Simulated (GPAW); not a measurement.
Runs of GPAW 26.7.0 on NaF (Villiaumite). The structure is cubic, space group Fm-3m (No. 225). Conventional cell: a = 4.640 Å, b = 4.640 Å, c = 4.640 Å, α = 90.00°, β = 90.00°, γ = 90.00°. Around Na (site symmetry m-3m) lie 6 F at 2.32 Å. Around F (site symmetry m-3m) lie 6 Na at 2.32 Å. 

```tsv
task	level	potentials or basis	k mesh	cutoff (eV)	eigensolver	band path	band points	hybrids on these orbitals	oneshot functional	gap on the mesh (eV)	pressure (GPa)	V0 of scaled cells (Å³/atom)	B0 (GPa)
equation of state	vdW-DF2	GPAW PAW data sets (gpaw-data 1.2.1), pw	8 × 8 × 8	800	-	-	-	-	-	-	-	(c)	44
band structure	vdW-DF2	GPAW PAW data sets (gpaw-data 1.2.1), pw	8 × 8 × 8	800	-	GXWKGLUWLK,UX	80	-	-	6.25	-	-	-
one-shot levels of the hybrid HSE06	LDA	the program's PAW data sets (release 1.2.1) made for this functional, pw	6 × 6 × 6	600	-	-	-	["HSE06", "PBE0", "B3LYP"]	HSE06	5.94	-4.2	-	-
band structure	M06-L	GPAW PAW data sets (gpaw-data 1.2.1), pw	8 × 8 × 8	800	-	GXWKGLUWLK,UX	80	-	-	7.74	-0.6	-	-
equation of state	PBEsol+D3	PAW data sets generated in the run's folder for this functional, pw	8 × 8 × 8	800	-	-	-	-	-	-	-	(a)	49
band structure	optPBE-vdW	GPAW PAW data sets (gpaw-data 1.2.1), pw	8 × 8 × 8	800	-	GXWKGLUWLK,UX	100	-	-	6.50	-	-	-
equation of state	PBE+D3(BJ)	GPAW PAW data sets (gpaw-data 1.2.1), pw	8 × 8 × 8	800	-	-	-	-	-	-	-	(b)	51
```

Alike in all rows: no spin polarisation; cell as given; smearing fermi-dirac 0.05 eV.

Question: Estimate the missing entries.

Answer: (a) 12.17; (b) 12.41; (c) 12.97.

Caveats: the PAW data sets were made with another functional, which shifts forces and pressure a little (some runs); the cutoff is short for stress and forces, so pressures can be off by a GPa or more (some runs); energy and the plain gap are those of the semilocal run (some runs); the hybrids' values are one shot on its orbitals and mesh (some runs).

